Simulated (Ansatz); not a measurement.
# GaP: the cost of one run

Method: DFT PBE, scalar-relativistic, plane waves, PAW, in Ansatz 0.2.0.

3 further runs of the same task are left out: 1 that didn't finish, 2 set aside as unsound or not needed.

**1. Starting point**

Symmetry: R-3m, No. 166, trigonal system. Conventional cell: a = 3.885 Å, b = 3.885 Å, c = 19.305 Å, α = 90.00°, β = 90.00°, γ = 120.00°. Ga (site symmetry 3m) is surrounded by 3 P at 2.40 Å and 1 Ga at 2.49 Å. P (site symmetry 3m) has 1 P at 2.22 Å and 3 Ga at 2.40 Å as nearest neighbours.

Coordinates:

```cif
data_structure
_symmetry_space_group_name_H-M 'P 1'
_symmetry_Int_Tables_number 1
_cell_length_a 6.8147
_cell_length_b 6.8147
_cell_length_c 6.8147
_cell_angle_alpha 33.119
_cell_angle_beta 33.119
_cell_angle_gamma 33.119
_cell_volume 84.09
loop_
_atom_site_label
_atom_site_type_symbol
_atom_site_fract_x
_atom_site_fract_y
_atom_site_fract_z
_atom_site_occupancy
Ga1 Ga 0.43558 0.43558 0.43558 1
Ga2 Ga 0.56442 0.56442 0.56442 1
P1 P 0.05751 0.05751 0.05751 1
P2 P 0.94249 0.94249 0.94249 1
```

It goes back to an entry of the Materials Project, which need not be the stable form.

It is the result of an earlier relaxation at this level (volume 21.02 Å³/atom; gap on the mesh: 0.80 eV).

**2. Electronic structure at the relaxed geometry**

File input.yaml:

```yaml
crystal:
  lattice:
    - [1.9422823988, 1.1213772658, 6.4350460938]
    - [-1.9422823988, 1.1213772658, 6.4350460938]
    - [0.0, -2.2427545316, 6.4350460938]
  atoms:
    - { symbol: Ga, position: [0.4355849402, 0.4355849402, 0.4355849402] }
    - { symbol: Ga, position: [0.5644150598, 0.5644150598, 0.5644150598] }
    - { symbol: P, position: [0.0575054016, 0.0575054016, 0.0575054016] }
    - { symbol: P, position: [0.9424945984, 0.9424945984, 0.9424945984] }
basis:
  ecutwfc: 420
kpoints:
  mp_grid: { grid: [12, 12, 12] }
  band_path:
    path:
      - [[0.0, 0.0, 0.0], [0.5, 0.5, 0.5], [0.81308875, 0.18691125, 0.5]]
      - [[0.5, -0.18691125, 0.18691125], [0.5, 0.0, 0.0], [0.0, 0.0, 0.0], [0.34345563, -0.34345563, 0.0]]
      - [[0.65654437, 0.0, 0.34345563], [0.5, 0.0, 0.5], [0.0, 0.0, 0.0]]
    npoints: 14
hamiltonian:
  xc: pbe
scf:
  occupations: { method: gaussian, width: 0.02 }
  n_extra_bands: 10
output:
  forces: true
  stress: true
  eigenvalues: true
  populations: true
  dos: { projected: true, de: 0.02, nscf_kmesh: { grid: [18, 18, 18] } }
  bader: true
```

The run is started by

```sh
$ ansatz run input.yaml --threads 1 --pin off --max-ram 2560MiB --backend cpu --events-out ev --progress --plain --runs-dir out
```

What time and memory should one allow on 1 thread of Intel Xeon Platinum 8259CL at 2.50GHz (Skylake/Cascade Lake), shared host?

About 2.5 min, with a peak of 1 GiB.
